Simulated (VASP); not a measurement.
Mo, 4 atoms in the cell. It takes space group C2/c (No. 15, monoclinic). The conventional cell has a = 5.763 Å, b = 3.437 Å, c = 7.629 Å, α = 90.00°, β = 102.17°, γ = 90.00°. Mo (site symmetry 1) has 1 Mo at 1.56 Å as nearest neighbours. The cell was built by a generator and needn't be a form met in nature.

- Program: VASP 6.6.1
- Task: single point
- Functional: PBE
- Potentials or basis: VASP PAW PBE potentials, release 64 (Mo_sv)
- Cutoff: 520 eV
- k mesh: 6 × 6 × 4
- Occupations: gaussian, width 0.1 eV
- Spin: no spin polarisation
- Dipole correction: no
- Further INCAR settings: ALGO = Fast; EDIFF = 1e-06; NBANDS = 36

Potentials or basis: VASP PAW PBE potentials, release 64 (Mo_sv).

Run with:

```console
$ cat potpaw_PBE.64/Mo_sv/POTCAR > POTCAR
$ mpirun -np 1 vasp_std > vasp.out
```

Hardware: 1 thread of AMD EPYC 9R45 (Zen 5), with other jobs on the host.

Task: How long does it take, and how much memory?

Result: It took 96 s on 1 thread of AMD EPYC 9R45 (Zen 5) (shared host), peak memory 0.22 GiB. Counts: scf iterations 15, k points 47.
